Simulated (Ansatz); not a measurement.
SrTiO3 (Pm-3m) from a database of computed structures at its r2SCAN geometry, run in the PAW code Ansatz at 2 levels of theory. No magnetic order and no zero-point or thermal motion.

The PBE+SOC input:
```yaml
crystal:
  lattice:
    - [3.9068515009, 0.0, 0.0]
    - [0.0, 3.9068515009, 0.0]
    - [0.0, 0.0, 3.9068515009]
  atoms:
    - { symbol: Sr, position: [0.0, 0.0, 0.0] }
    - { symbol: Ti, position: [0.5, 0.5, 0.5] }
    - { symbol: O, position: [0.5, 0.0, 0.5] }
    - { symbol: O, position: [0.5, 0.5, 0.0] }
    - { symbol: O, position: [0.0, 0.5, 0.5] }
kpoints:
  mp_grid: { grid: [6, 6, 6] }
  band_path:
    path: [[0.0, 0.0, 0.0], [0.0, 0.5, 0.0], [0.5, 0.5, 0.0], [0.5, 0.5, 0.5]]
    npoints: 1
hamiltonian:
  xc: pbe
scf:
  occupations: { method: fixed }
  n_extra_bands: 10
magnetization:
  noncollinear: true
  spin_orbit: true
output:
  forces: true
  stress: true
  eigenvalues: true
```

Main results, then, where recorded, the levels near the gap in eV from the Fermi energy (columns number the bands from 0), one row a point of the path (Γ, X, M, R):
```
Crystal: 5 atoms, lattice volume = 59.632 Å³
Symmetry: 48 space group operations + 48 with time reversal
Magnetic group: BNS 221.93 (UNI 1595)
```
```
Basis set: ecut = 420 eV, 1189 PW (Γ)
k-points: 20 of 216
SCF 1 converged in 9 iterations: F = -7755.155892 eV  dr2 = 3.75e-9
Free energy (F): -7755.155892 eV
Fermi energy:    9.980681 eV
--- Stress (GPa, compression-positive) ---
        4.057144       0.000000       0.000000
        0.000000       4.057144       0.000000
        0.000000       0.000000       4.057144
  P = ⅓ Tr σ = 4.0571 GPa (40.571 kbar)
```
```tsv
band_34	band_35	band_36	band_37	band_38	band_39	band_40	band_41	band_42	band_43	band_44	band_45
-0.395	-0.395	-0.331	-0.331	-0.331	-0.331	1.868	1.868	1.868	1.868	1.896	1.896
-1.974	-1.974	-0.746	-0.746	-0.710	-0.710	2.042	2.042	3.780	3.780	3.805	3.805
-1.577	-1.577	-1.553	-1.553	-0.094	-0.094	3.791	3.791	3.811	3.811	4.257	4.257
-0.019	-0.019	0.000	0.000	0.000	0.000	4.464	4.464	4.464	4.464	4.492	4.492
```

PBE+SOC gives an indirect gap of 1.87 eV, from R to Γ; the least direct gap is 2.20 eV at Γ.

DDH-PBE0. Against the first input these blocks differ (the band path and keys that only write files left aside):
```yaml
crystal:
  host: atoms
kpoints:
  mp_grid: { grid: [4, 4, 4] }
hamiltonian:
  xc:
    exchange: pbe
    correlation: pbe
    exx: { coeff: inverse_dielectric }
scf:
  occupations: { method: fixed }
  n_extra_bands: 5
```
(magnetization left out)

```
ε∞ on k-mesh 4×4×4 of a primitive cell: xx 6.2366, yy 6.2366, zz 6.2366; 3/Tr ε∞, of that cell with its empty space = 0.16034273124583173
Basis set: ecut = 420 eV, 1189 PW (Γ)
k-points: 10 of 64
SCF 1 stopped early in 2 iterations: F = -7754.455959 eV  dr2 = 8.35e-5
SCF 2 stopped early in 6 iterations: F = -7755.712991 eV  dr2 = 6.80e-6
hybrid outer 1: dexx = +1.076e-2 eV, tail = 3.23e-5 eV
SCF 3 converged in 4 iterations: F = -7755.712804 eV  dr2 = 7.23e-10
hybrid outer 2: dexx = +4.592e-7 eV, tail = 7.33e-9 eV, Δε = 5.18e-3 eV
Free energy (F): -7755.712804 eV
Fermi energy:    9.080669 eV
--- Stress (GPa, compression-positive) ---
        0.200468       0.000000       0.000000
        0.000000       0.200468       0.000000
        0.000000       0.000000       0.200468
  P = ⅓ Tr σ = 0.2005 GPa (2.005 kbar)
```
```tsv
band_17	band_18	band_19	band_20	band_21	band_22
-0.358	-0.358	-0.358	3.245	3.245	3.245
-2.046	-0.764	-0.764	3.423	5.314	5.314
-1.653	-1.653	-0.090	5.328	5.328	5.854
0.000	0.000	0.000	6.084	6.084	6.084
```

DDH-PBE0 gives an indirect gap of 3.24 eV, from R to Γ; the least direct gap is 3.60 eV at Γ. The mean stress, +0.2 GPa, is small, and the program warns that its thresholds are loose for a hybrid's stress.

The hybrids run on coarser meshes, which limits their stresses and small splittings of levels.

Totals of different functionals, or with and without spin-orbit coupling, can't be compared.

Only the levels marked +SOC include spin-orbit coupling.

The meshes of the hybrids are coarse, so their gaps aren't converged to the digits shown.
